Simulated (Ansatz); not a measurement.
**H3Os: from a trial structure to a relaxed crystal**

Theory: DFT PBE, scalar-relativistic, plane waves, PAW (Ansatz 0.2.0). Cutoff 420 eV, Γ-centred k mesh, Gaussian smearing, no spin polarisation in the final step.

H3Os was placed on the Cu3Au (L1_2) structure type (Pm-3m, No. 221), with Os in place of Au, H in place of Cu, at a guessed volume.

```xyz
4
Lattice="3.1349 0.0000 0.0000 0.0000 3.1349 0.0000 0.0000 0.0000 3.1349" Properties=species:S:1:pos:R:3 pbc="T T T"
H     0.0000    1.5674    1.5674
H     1.5674    0.0000    1.5674
H     1.5674    1.5674    0.0000
Os    0.0000    0.0000    0.0000
```

Cell and atoms relax at zero pressure; the relaxation can't lower the symmetry of the start. After a coarse first stage the cell is made exact in the group found at 0.06 Å.

Energies over the elements count from the elements' standard structures at the same level (H₂ as a molecule), with no empirical corrections.

Task: What does it relax into?

Result: It keeps Pm-3m (No. 221). The result has the Cu3Au (L1_2) structure. Conventional cell: a = 2.854 Å. H is coordinated by 4 Os at 2.02 Å and 8 H at 2.02 Å; around Os lie 12 H at 2.02 Å.

```cif
data_structure
_symmetry_space_group_name_H-M 'Pm-3m'
_symmetry_Int_Tables_number 221
_cell_length_a 2.8544
_cell_length_b 2.8544
_cell_length_c 2.8544
_cell_angle_alpha 90.000
_cell_angle_beta 90.000
_cell_angle_gamma 90.000
_cell_volume 23.26
loop_
_atom_site_label
_atom_site_type_symbol
_atom_site_symmetry_multiplicity
_atom_site_Wyckoff_symbol
_atom_site_fract_x
_atom_site_fract_y
_atom_site_fract_z
_atom_site_occupancy
H1 H 3 c 0.00000 0.50000 0.50000 1
Os1 Os 1 a 0.00000 0.00000 0.00000 1
```

Task: What are its volume, energy, density and gap?

Result: The volume per atom is 5.81 Å³ and the density is 13.80 g/cm³. The energy over the elements is 0.49 eV/atom and the gap on the 16×16×16 mesh is 0 eV (a metal).

The final run used a 16×16×16 mesh on its 4-atom cell and 0.10 eV smearing. For metals, differences of a few meV/atom aren't resolved. Spin–orbit coupling is left out. A later test with randomly moved atoms lowered the energy by 95 meV/atom on a coarse mesh, so it isn't stable against such moves and is likely a saddle point held by symmetry. The steps took of the order of 16 core-seconds in all.

Cost: 6 runs of about 26 core-minutes in all, on Intel Xeon Processor @ 2.70GHz (shared hosts).